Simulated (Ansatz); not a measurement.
Mo vacancy in Mo

Computed with DFT r2SCAN, scalar-relativistic, plane waves, PAW in Ansatz 0.2.0. (500 eV cutoff, 4×4×4 k-mesh, Gaussian smearing of 0.10 eV, no spin polarisation)

Host crystal, relaxed:

```
Mo
1.0
    -1.57522    1.57522    1.57522
     1.57522   -1.57522    1.57522
     1.57522    1.57522   -1.57522
Mo
1
Direct
  0.00000 0.00000 0.00000
```

Supercell of 32 atoms, rows in host cell vectors: 2 2 4; -2 0 2; 0 -2 2. Atoms relax at the host's cell, keeping the symmetry that the supercell leaves at the site. The cell is small, so energies carry finite-size errors of tenths of an eV. The host is a metal. Atoms are taken from and returned to the elements' standard states.

Defect: Mo vacancy set at (0.000, 0.000, 0.000) of the host cell. Before relaxation its nearest neighbours are 8 Mo at 2.73 Å.

| charge | E_f at the valence band top (eV) | moment (μB) | largest move (Å) | atoms near the site |
| --- | --- | --- | --- | --- |
| 0 | 3.02 | 0.00 | 0.03 | 8 Mo at 2.71 Å |

Cost: 2 runs of about 19 core-minutes in all, on AMD EPYC 7R43 (Zen 3) (shared hosts).